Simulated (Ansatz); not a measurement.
**Convergence of a linear-scaling basis for C(111) slab, H on the bottom face (99 atoms)**

Aim: test how closely localised support functions follow the reference on C(111) slab, H on the bottom face (99 atoms), and at what cost. A setting counts as converged where the r.m.s. difference of forces stays under 1 % of the r.m.s. force.

Method: Kohn-Sham DFT, PBE+D4, PAW (set soft_2), plane waves, in Ansatz 0.2.0.

### Step 1. The starting structure

The cell holds 99 atoms: 90 C and 9 H. Its edges and angles: a = 7.567 Å, b = 7.567 Å, c = 21.842 Å, α = 90.0°, β = 90.0°, γ = 120.0°. It derives from C (diamond-structure). Diamond-structure C (a = 3.567 Å), (111) slab of 10 atomic planes, 3 x 3 surface cells, H on the broken bonds of the bottom face, 12 Å of vacuum; displaced by a Gaussian of 0.02 Å. Regions: slab, 90 atoms (90 C); hydrogen, 9 atoms (9 H). Vacuum lies along c.

What the set-up can't give: Beside vacuum, support functions can miss their usual error bounds without a warning. The main run has no spin polarisation, so any moments at edges, vacancies or dangling bonds can't form in it. The electron count is odd and the run has no spin polarisation.

### Step 2. Plane-wave single point

The first run fixes the reference, at a cutoff of 420 eV.

The input, input.yaml:

```yaml
crystal:
  lattice:
    - [7.56675, 0.0, 0.0]
    - [-3.78337, 6.553, 0.0]
    - [0.0, 0.0, 21.84249]
  atoms:
    - { symbol: C, position: [0.44636, 0.89411, 0.34786] }
    - { symbol: C, position: [0.33013, 0.99984, 0.32526] }
    - { symbol: C, position: [0.22441, 0.78093, 0.4422] }
    - { symbol: C, position: [0.44432, 0.89064, 0.41854] }
    - { symbol: C, position: [0.33256, 0.00113, 0.53739] }
    - { symbol: C, position: [0.22723, 0.78237, 0.51382] }
    - { symbol: C, position: [0.44776, 0.89072, 0.63183] }
    - { symbol: C, position: [0.32868, 0.99877, 0.60903] }
    - { symbol: C, position: [0.22606, 0.7832, 0.72543] }
    - { symbol: C, position: [0.44608, 0.89189, 0.7025] }
    - { symbol: C, position: [0.44464, 0.55423, 0.34876] }
    - { symbol: C, position: [0.33867, 0.66938, 0.3247] }
    - { symbol: C, position: [0.21869, 0.44223, 0.44237] }
    - { symbol: C, position: [0.44484, 0.5547, 0.41883] }
    - { symbol: C, position: [0.33476, 0.66848, 0.53662] }
    - { symbol: C, position: [0.22484, 0.44628, 0.51254] }
    - { symbol: C, position: [0.44485, 0.5553, 0.63131] }
    - { symbol: C, position: [0.32975, 0.66368, 0.60788] }
    - { symbol: C, position: [0.22075, 0.44885, 0.72473] }
    - { symbol: C, position: [0.44584, 0.55789, 0.70036] }
    - { symbol: C, position: [0.78039, 0.88816, 0.34731] }
    - { symbol: C, position: [0.66348, 0.00142, 0.3274] }
    - { symbol: C, position: [0.55364, 0.7803, 0.44298] }
    - { symbol: C, position: [0.77693, 0.88879, 0.41891] }
    - { symbol: C, position: [0.66302, 0.00181, 0.53689] }
    - { symbol: C, position: [0.54887, 0.77567, 0.51339] }
    - { symbol: C, position: [0.7724, 0.89003, 0.63061] }
    - { symbol: C, position: [0.66815, 0.99552, 0.60689] }
    - { symbol: C, position: [0.55653, 0.7772, 0.72523] }
    - { symbol: C, position: [0.77624, 0.8802, 0.7012] }
    - { symbol: C, position: [0.44563, 0.21985, 0.34777] }
    - { symbol: C, position: [0.33358, 0.33958, 0.32365] }
    - { symbol: C, position: [0.223, 0.11315, 0.44219] }
    - { symbol: C, position: [0.44673, 0.21796, 0.41862] }
    - { symbol: C, position: [0.33224, 0.33466, 0.53567] }
    - { symbol: C, position: [0.22743, 0.11351, 0.51528] }
    - { symbol: C, position: [0.44381, 0.22334, 0.63185] }
    - { symbol: C, position: [0.33205, 0.32795, 0.60958] }
    - { symbol: C, position: [0.22297, 0.11128, 0.72649] }
    - { symbol: C, position: [0.44586, 0.22135, 0.70209] }
    - { symbol: C, position: [0.78342, 0.55937, 0.34943] }
    - { symbol: C, position: [0.66403, 0.66589, 0.3252] }
    - { symbol: C, position: [0.55474, 0.4441, 0.44093] }
    - { symbol: C, position: [0.7801, 0.55374, 0.4203] }
    - { symbol: C, position: [0.66503, 0.66451, 0.53671] }
    - { symbol: C, position: [0.5541, 0.44323, 0.51278] }
    - { symbol: C, position: [0.77655, 0.55475, 0.63046] }
    - { symbol: C, position: [0.66724, 0.66897, 0.60787] }
    - { symbol: C, position: [0.55547, 0.4468, 0.72633] }
    - { symbol: C, position: [0.77812, 0.55606, 0.70132] }
    - { symbol: C, position: [0.11189, 0.88858, 0.346] }
    - { symbol: C, position: [0.00505, 0.00088, 0.32594] }
    - { symbol: C, position: [0.88435, 0.77757, 0.44388] }
    - { symbol: C, position: [0.1112, 0.89286, 0.41896] }
    - { symbol: C, position: [0.00195, 0.99194, 0.53781] }
    - { symbol: C, position: [0.88514, 0.77394, 0.51408] }
    - { symbol: C, position: [0.10789, 0.8881, 0.63286] }
    - { symbol: C, position: [0.99897, 0.00741, 0.60914] }
    - { symbol: C, position: [0.88687, 0.77567, 0.72566] }
    - { symbol: C, position: [0.11554, 0.89469, 0.70121] }
    - { symbol: C, position: [0.77993, 0.22756, 0.34837] }
    - { symbol: C, position: [0.67311, 0.34055, 0.32437] }
    - { symbol: C, position: [0.55549, 0.10907, 0.44336] }
    - { symbol: C, position: [0.77756, 0.22377, 0.41719] }
    - { symbol: C, position: [0.66593, 0.33318, 0.53567] }
    - { symbol: C, position: [0.55721, 0.11034, 0.51542] }
    - { symbol: C, position: [0.77334, 0.2197, 0.63108] }
    - { symbol: C, position: [0.66606, 0.33079, 0.60726] }
    - { symbol: C, position: [0.55541, 0.10639, 0.72481] }
    - { symbol: C, position: [0.77829, 0.22406, 0.70324] }
    - { symbol: C, position: [0.11131, 0.5541, 0.34546] }
    - { symbol: C, position: [3.0e-05, 0.66876, 0.32568] }
    - { symbol: C, position: [0.89034, 0.44467, 0.44275] }
    - { symbol: C, position: [0.11092, 0.55539, 0.41908] }
    - { symbol: C, position: [0.00734, 0.67286, 0.5373] }
    - { symbol: C, position: [0.89169, 0.44553, 0.51404] }
    - { symbol: C, position: [0.10897, 0.55601, 0.63011] }
    - { symbol: C, position: [0.0026, 0.66572, 0.6074] }
    [... 15 atom lines left out ...]
    - { symbol: H, position: [0.3329, 0.33095, 0.27559] }
    - { symbol: H, position: [0.66403, 0.66404, 0.27438] }
    - { symbol: H, position: [0.00269, 0.00272, 0.275] }
    - { symbol: H, position: [0.6698, 0.33462, 0.27428] }
    - { symbol: H, position: [0.99595, 0.66303, 0.27675] }
    - { symbol: H, position: [0.00341, 0.33123, 0.2764] }
kpoints:
  mp_grid: { grid: [2, 2, 1] }
hamiltonian:
  xc: pbe
  dispersion: d4
scf:
  occupations: { method: gaussian, width: 0.05 }
output:
  forces: true
  populations: intrinsic
  dos:
    method: { smearing: { sigma: 0.1 } }
    de: 0.1
    projected:
      site_lists: { C: [C], H: [H], hydrogen: [90, 91, 92, 93, 94, 95, 96, 97, 98] }
  eigenvalues: true
  write_density: true
  write_potential: true
  volumetric_format: npy
```

On the command line:

```console
$ ansatz run input.yaml --threads 4 --pin off --max-ram 8192MiB --backend cpu --events-out ev --progress --plain --runs-dir out
```

The program printed:

```text
Engine: ansatz 0.2.0, x86_64-unknown-linux-gnu
Pseudopotentials: kind: paw
Pseudopotential: C, paw, valence charge 4, recommended cutoff 420 eV (normal), C.paw.azcp
Pseudopotential: H, paw, valence charge 1, recommended cutoff 420 eV (normal), H.paw.azcp
[... 5 lines on functional and potentials left out ...]
Crystal: 99 atoms, lattice volume = 1083.058 Å³
Basis set: ecut = 420 eV, 21193 PW (Γ), exchange–correlation on 108×108×300 points (8 copies of the dense FFT grid, shifted against one another)
Bands: 284, of which v1, the nominal top of the filled ones, is band 185 counted from 1 (184 counted from 0)
Symmetry: 1 space group operations
Space group: P1 (ITA 1), of the structure as read, at distance tolerance 1.0e-4 Å
k-points: 4
[... 5 lines on functional and potentials left out ...]
Initial density: superposition of atomic densities (neutral atoms: chi_scale 0, normalization atom), corrected by the library's trained network
Initial wavefunctions: pseudopotential atomic-orbital guess
Functional: x = pbe(κ = 0.804, μ = 0.219515), c = pbe(β = 0.066725)
SCF iter   1: F=—  HF=-22712.354723 eV  |F-HF|=—  |Δ(HF+E_count)|=         —  Δρ=1.88e-2  dr2=2.54e1  ethr=1.77e-3  ⟨swp⟩=8.8  Hψ=6886  notcnv=0  defer=271
preconditioner: auto → LDOS  [insulator: Δε(μ)=0.051 eV  Ē_g=16.115 eV  σ=0.050 eV  W_gap=0.51  n_scr=224 (ndim 8)  ℏωp=21.7 eV  f_vac=0.438  D(μ)=31.16/eV (n_scr^D=224)  ε∞_Penn≈2.8  β→1.0]
SCF iter   2: F=—  HF=-22713.287924 eV  |F-HF|=—  |Δ(HF+E_count)|=   9.33e-1  Δρ=1.76e-2  dr2=2.62e1  ethr=1.77e-3  ⟨swp⟩=3.2  Hψ=1793  notcnv=0  defer=361
SCF iter   3: F=—  HF=-22711.474836 eV  |F-HF|=—  |Δ(HF+E_count)|=    1.81e0  Δρ=1.02e-2  dr2=4.08e0  ethr=1.77e-3  ⟨swp⟩=2.5  Hψ=1337  notcnv=0  defer=357
SCF iter   4: F=—  HF=-22711.373072 eV  |F-HF|=—  |Δ(HF+E_count)|=   1.02e-1  Δρ=7.73e-3  dr2=2.96e0  ethr=1.10e-3  ⟨swp⟩=3.8  Hψ=1818  notcnv=0  defer=360
SCF iter   5: F=—  HF=-22711.105803 eV  |F-HF|=—  |Δ(HF+E_count)|=   2.67e-1  Δρ=5.39e-3  dr2=1.44e0  ethr=8.03e-4  ⟨swp⟩=3.0  Hψ=1193  notcnv=0  defer=360
SCF iter   6: F=—  HF=-22711.031807 eV  |F-HF|=—  |Δ(HF+E_count)|=   7.40e-2  Δρ=4.42e-3  dr2=1.03e0  ethr=3.91e-4  ⟨swp⟩=2.8  Hψ=1341  notcnv=0  defer=360
SCF iter   7: F=—  HF=-22710.966329 eV  |F-HF|=—  |Δ(HF+E_count)|=   6.55e-2  Δρ=4.13e-3  dr2=5.22e-1  ethr=2.80e-4  ⟨swp⟩=4.2  Hψ=1269  notcnv=0  defer=360
SCF iter   8: F=—  HF=-22710.909118 eV  |F-HF|=—  |Δ(HF+E_count)|=   5.72e-2  Δρ=2.47e-3  dr2=2.13e-1  ethr=1.42e-4  ⟨swp⟩=3.8  Hψ=1339  notcnv=0  defer=360
SCF iter   9: F=—  HF=-22710.898760 eV  |F-HF|=—  |Δ(HF+E_count)|=   1.04e-2  Δρ=1.59e-3  dr2=9.02e-2  ethr=5.77e-5  ⟨swp⟩=5.8  Hψ=2276  notcnv=0  defer=357
SCF iter  10: F=—  HF=-22710.891668 eV  |F-HF|=—  |Δ(HF+E_count)|=   7.09e-3  Δρ=1.25e-3  dr2=4.69e-2  ethr=2.44e-5  ⟨swp⟩=2.0  Hψ=1387  notcnv=0  defer=357
[...]
SCF iter  18: F=—  HF=-22710.887607 eV  |F-HF|=—  |Δ(HF+E_count)|=   8.21e-6  Δρ=6.17e-5  dr2=6.65e-5  ethr=3.50e-8  ⟨swp⟩=2.0  Hψ=1207  notcnv=0  defer=358
SCF iter  19: F=—  HF=-22710.887201 eV  |F-HF|=—  |Δ(HF+E_count)|=   4.05e-4  Δρ=3.70e-5  dr2=2.56e-5  ethr=1.80e-8  ⟨swp⟩=2.0  Hψ=1305  notcnv=0  defer=358
SCF iter  20: F=—  HF=-22710.887207 eV  |F-HF|=—  |Δ(HF+E_count)|=   5.50e-6  Δρ=2.37e-5  dr2=1.06e-5  ethr=6.93e-9  ⟨swp⟩=2.0  Hψ=1279  notcnv=0  defer=358
SCF iter  21: F=—  HF=-22710.887210 eV  |F-HF|=—  |Δ(HF+E_count)|=   3.00e-6  Δρ=1.77e-5  dr2=6.16e-6  ethr=2.88e-9  ⟨swp⟩=2.0  Hψ=1225  notcnv=0  defer=358
SCF iter  22: F=—  HF=-22710.887211 eV  |F-HF|=—  |Δ(HF+E_count)|=   1.01e-6  Δρ=1.37e-5  dr2=3.62e-6  ethr=1.67e-9  ⟨swp⟩=2.0  Hψ=1068  notcnv=0  defer=358
SCF iter  23: F=—  HF=-22710.887211 eV  |F-HF|=—  |Δ(HF+E_count)|=   9.51e-8  Δρ=9.24e-6  dr2=1.65e-6  ethr=9.82e-10  ⟨swp⟩=2.5  Hψ=1494  notcnv=0  defer=358
SCF iter  24: F=—  HF=-22710.887211 eV  |F-HF|=—  |Δ(HF+E_count)|=   6.12e-7  Δρ=6.30e-6  dr2=7.88e-7  ethr=4.46e-10  ⟨swp⟩=2.8  Hψ=1283  notcnv=0  defer=358
SCF iter  25: F=—  HF=-22710.887212 eV  |F-HF|=—  |Δ(HF+E_count)|=   3.34e-7  Δρ=4.66e-6  dr2=4.33e-7  ethr=2.13e-10  ⟨swp⟩=2.0  Hψ=937  notcnv=0  defer=358
SCF iter  26: F=—  HF=-22710.887212 eV  |F-HF|=—  |Δ(HF+E_count)|=   1.99e-7  Δρ=2.72e-6  dr2=1.61e-7  ethr=1.17e-10  ⟨swp⟩=2.0  Hψ=965  notcnv=0  defer=358
SCF iter  27: F=-22710.887212 eV  HF=-22710.887212 eV  |F-HF|=6.43e-8  |Δ(HF+E_count)|=   2.20e-7  Δρ=1.39e-6  dr2=5.81e-8  ethr=2.71e-11  ⟨swp⟩=29.0  Hψ=13845  notcnv=0
SCF 1 converged in 27 iterations: F = -22710.887212 eV  dr2 = 5.81e-8
  greatest PAW one-centre occupation: 0.663 electrons in one spin orbital (limit 2), on the C atom at site 68 (counted from 0), in its partial waves of l = 0
WARN: The output density's exchange-correlation potential varies sharply where the density is thin. Do not read a vacuum level from v_tot or v_xc, or from such a field of the output density. On a cell that repeats whose density bears no net charge and no dipole along the vacuum's axis use v_es (v_loc + v_h of the components); [...]
SCF converged after 27 iterations
Free energy (F): -22710.887212 eV
Harris-Foulkes:  -22710.887212 eV  (|F-HF|=6.43e-8)
Internal energy: -22710.799963 eV  (E = F + TS)
E sigma→0 (E₀):  -22710.843588 eV
Entropy (-TS):   -0.087249 eV (-0.881 meV/atom)
Fermi energy:    4.705289 eV
--- Per-component energies (eV) ---
  E_band       = -1784.383948
  E_kinetic    = 8376.410725
  E_local      = -249465.599741  (includes V_loc(G=0)·N_el)
  E_nonlocal   = 2420.505524
  E_hartree    = 121502.048162
  E_xc         = -4445.300405
  E_vxc        = -5519.506871  (∫ρ·V_xc dr)
  E_paw        = -8930.621334  (= ΣΔE_a)
  E_vpaw       = -600.197752  (= ΣTr[D̂ρ^β])
  E_aug_tail   = -0.011504  (compensation charges beyond the density's cutoff)
  E_ewald      = 107848.996383
  E_disp       = -17.227774  (pairwise vdW)
  E_smearing   = -0.087249  (= −TS)
  E_closure    = 0.000000  (closes the sum)
  Σ components = -22710.887212   (vs F -22710.887212, Δ=0.00e0)
--- Forces (eV/Å), atoms counted from 1 ---
  atom   1  C     -0.30319704    -1.38428492    -0.07497038
  atom   2  C      1.21815224     0.49703111     0.62178184
  atom   3  C     -0.52124475    -0.32075554     0.08467778
  atom   4  C      0.02715384    -0.28246421     0.45251731
  atom   5  C      1.06701083     0.28708851     0.67693408
  atom   6  C     -0.69909109    -0.44173471    -0.65760402
  atom   7  C     -0.93460013    -1.03890569    -1.34410127
  atom   8  C      1.09779779     0.37711513    -0.01865543
  atom   9  C     -0.30174786    -0.24960239    -3.96708474
  atom  10  C      0.59698341    -0.84261838     4.44471051
  atom  11  C     -0.33636105     0.99656279    -1.13022550
  atom  12  C     -1.01609090    -0.28440855    -0.20228456
  atom  13  C      0.79642131     1.20356301    -0.08894259
  atom  14  C     -0.62747006     0.18191828     0.05492259
[...]
atom  98  H     -0.17295168     0.07743754    -1.32689125
  atom  99  H     -0.02861274    -0.14980067    -2.16181494
  max |Σ_I F_I| component: 1.53e-4 eV/Å
--- Band table (eV) ---
  k-point 0: bands = ["-17.5596", "-16.7294", "-15.5436", "-14.9972", [... 268 levels ...], "12.7224", "12.7717", "12.7877", "12.8788", "12.9083", "12.9489", "12.9826", "13.0094", "13.0739", "13.1013", "13.1237", "13.2313"]
[...]
--- intrinsic populations: 99 sites ---
  site symbol       q [e]
     0      C      3.9801
     1      C      4.1682
     2      C      4.0001
[...]
98      H      0.8298
  spilling = -0.000000 (of n_electrons = 369.000000)
```

Run time: 40 s. Hardware: 4 threads of Intel Xeon 6975P-C (Granite Rapids), shared host; peak memory 5.7 GiB; 2.5 min of CPU time.

In the SCF lines HF is the Harris–Foulkes energy and dr2 the Hartree energy of the density residual, in eV; the loop may stop once dr2 is under the threshold and the program's other checks hold. Hψ counts applications of the Hamiltonian.

The program notes that the exchange-correlation potential is rough where the density is thin.

Read from the output:

| Item | Value |
| --- | --- |
| free energy | -22710.8872 eV |
| free energy per atom | -229.4029 eV/atom |
| SCF cycles | 27 |
| r.m.s. force component | 1.435 eV/Å |
| longest force | 6.046 eV/Å |
| Fermi energy | 4.705 eV |
| levels partly filled by over 2 per cent | 19 |

The r.m.s. force component of 1.4 eV/Å sets the scale for the differences below.

### Step 3. Support functions medium

The cell is solved in localised support functions.

This step: Kohn-Sham DFT, PBE+D4, PAW (set soft_2), localised support functions (medium) (Ansatz 0.2.0).

input.yaml, the sections that differ from step 2:

```yaml
scf:
  occupations: { method: gaussian, width: 0.05 }
  eigensolver: { kind: { support_functions: { accuracy: medium } } }
  mixing: { beta: 0.2 }
  max_iter: 150
output:
  forces: true
  eigenvalues: true
# crystal, kpoints, hamiltonian: as in step 2
```

The program printed:

```text
Warning: scf.eigensolver.kind.support_functions: disabling space-group detection — the functions' gradient is summed over unrotated k-points, so no spatial operation reduces the k-mesh or symmetrises the density; time reversal is kept, so that k and −k are solved as one point where they differ and the mesh holds both, and exact exchange and, on two spinor components, a DFT+U term hold to it where the run has them: [...]
settings of this run that can trade accuracy for cost: scf.eigensolver.kind.support_functions [...]
[...]
Crystal: 99 atoms, lattice volume = 1083.058 Å³
Basis set: ecut = 420 eV, 21193 PW (Γ), exchange–correlation on 108×108×300 points (8 copies of the dense FFT grid, shifted against one another)
Bands: 222, of which v1, the nominal top of the filled ones, is band 185 counted from 1 (184 counted from 0)
Symmetry: 1 space group operations
k-points: 4
[...]
SCF iter   1: F=—  HF=-22718.806113 eV  |F-HF|=—  |Δ(HF+E_count)|=         —  Δρ=8.76e-2  dr2=7.02e1  ethr=1.00e-1
[...]
SCF iter  28: F=—  HF=-22711.268394 eV  |F-HF|=—  |Δ(HF+E_count)|=   1.78e-7  Δρ=1.70e-5  dr2=4.01e-6  ethr=1.70e-9  κ⁻¹=4.6e-5(r=7)
SCF iter  29: F=-22711.268395 eV  HF=-22711.268395 eV  |F-HF|=7.26e-7  |Δ(HF+E_count)|=   7.21e-7  Δρ=1.25e-5  dr2=1.87e-6  ethr=1.09e-9
SCF 1 converged in 29 iterations: F = -22711.274508 eV  dr2 = 1.87e-6
[...]
SCF converged after 29 iterations
Stability not checked: this state was not tested for a lower state beside it, because the mixer in use, unlike msr1, does not test its closes by its own steps (another_mixer; see scf.mixing.algorithm and scf.lower_state_search)
Free energy (F): -22711.274508 eV
[...]
Internal energy: -22711.187235 eV  (E = F + TS)
E sigma→0 (E₀):  -22711.230872 eV
Entropy (-TS):   -0.087273 eV (-0.882 meV/atom)
Fermi energy:    4.704608 eV
[...]
Σ components = -22711.274508   (vs F -22711.274508, Δ=0.00e0)
--- Forces (eV/Å), atoms counted from 1 ---
  atom   1  C     -0.30263998    -1.38466181    -0.07155721
  atom   2  C      1.21837085     0.49715407     0.61795118
  atom   3  C     -0.52158565    -0.32100660     0.08573770
  atom   4  C      0.02709791    -0.28285576     0.44996731
[...]
atom  99  H     -0.02851596    -0.14964384    -2.15241980
  max |Σ_I F_I| component: 2.46e-2 eV/Å
--- Band table (eV) ---
[...]
```

The job ended after 2.2 min (4 threads; peak memory 2.7 GiB).

The program notes that the band table was not solved further than the SCF left it and it switched symmetry off.

Keys that differ from the reference: support_functions.accuracy = "medium", scf.max_iter = 150 and scf.mixing.beta = 0.2.

Forces differ from the reference by 2.2 meV/Å r.m.s., 0.15 % of their size, well within a tolerance of 1 %; the energy by -3.9 meV/atom. It took roughly 3.3 times the reference's time (one timing each, with unlike analyses asked), in 29 cycles against 27.

### Step 4. Support functions low

The cell is solved in localised support functions.

This step: Kohn-Sham DFT, PBE+D4, PAW (set soft_2), localised support functions (low) (Ansatz 0.2.0).

input.yaml, the sections that differ from step 3:

```yaml
scf:
  occupations: { method: gaussian, width: 0.05 }
  eigensolver: { kind: { support_functions: { accuracy: low } } }
  mixing: { beta: 0.2 }
  max_iter: 150
# crystal, kpoints, hamiltonian, output: as in step 3
```

The program printed:

```text
[...]
Crystal: 99 atoms, lattice volume = 1083.058 Å³
Basis set: ecut = 420 eV, 21193 PW (Γ), exchange–correlation on 108×108×300 points (8 copies of the dense FFT grid, shifted against one another)
Bands: 222, of which v1, the nominal top of the filled ones, is band 185 counted from 1 (184 counted from 0)
Symmetry: 1 space group operations
k-points: 4
[...]
SCF iter   1: F=—  HF=-22718.807365 eV  |F-HF|=—  |Δ(HF+E_count)|=         —  Δρ=8.76e-2  dr2=7.02e1  ethr=1.00e-1
[...]
SCF iter  25: F=—  HF=-22711.267605 eV  |F-HF|=—  |Δ(HF+E_count)|=   2.07e-4  Δρ=5.02e-5  dr2=2.67e-5  ethr=1.21e-8  κ⁻¹=4.5e-5(r=7)
SCF iter  26: F=-22711.267826 eV  HF=-22711.267813 eV  |F-HF|=1.29e-5  |Δ(HF+E_count)|=   2.08e-4  Δρ=3.85e-5  dr2=1.59e-5  ethr=7.24e-9
SCF 1 converged in 26 iterations: F = -22711.274477 eV  dr2 = 1.59e-5
[...]
SCF converged after 26 iterations
[...]
Free energy (F): -22711.274477 eV
[...]
Internal energy: -22711.187180 eV  (E = F + TS)
E sigma→0 (E₀):  -22711.230829 eV
Entropy (-TS):   -0.087297 eV (-0.882 meV/atom)
Fermi energy:    4.704921 eV
[...]
Σ components = -22711.274477   (vs F -22711.274477, Δ=0.00e0)
--- Forces (eV/Å), atoms counted from 1 ---
  atom   1  C     -0.30260389    -1.38460398    -0.07154313
  atom   2  C      1.21841044     0.49722360     0.61834981
  atom   3  C     -0.52159772    -0.32102158     0.08583153
  atom   4  C      0.02717469    -0.28283187     0.44999531
[...]
atom  99  H     -0.02847667    -0.14963516    -2.15267136
  max |Σ_I F_I| component: 2.12e-2 eV/Å
--- Band table (eV) ---
[...]
```

Elapsed: 2 min, on 4 threads; peak memory 2.6 GiB; 7.3 min of CPU time.

Keys that differ from the reference: support_functions.accuracy = "low", scf.max_iter = 150 and scf.mixing.beta = 0.2.

Forces differ from the reference by 2.3 meV/Å r.m.s., 0.16 % of their size, well within a tolerance of 1 %; the energy by -3.9 meV/atom. It took roughly 3.0 times the reference's time (one timing each, with unlike analyses asked), in 26 cycles against 27.

(Part 1 of 3 ends here.)

[Long decimals in the printed logs are rounded to 6 places.]

[Logs are printed without paths, hosts, clocks, repeated set-up lines and the standing remarks that a program may print on its own settings, such as how far it seeks lower states.]

[Hosts, paths, dates, database ids (printed as entryN), source tags and the programs' standing remarks are cut or masked in the printed files.]
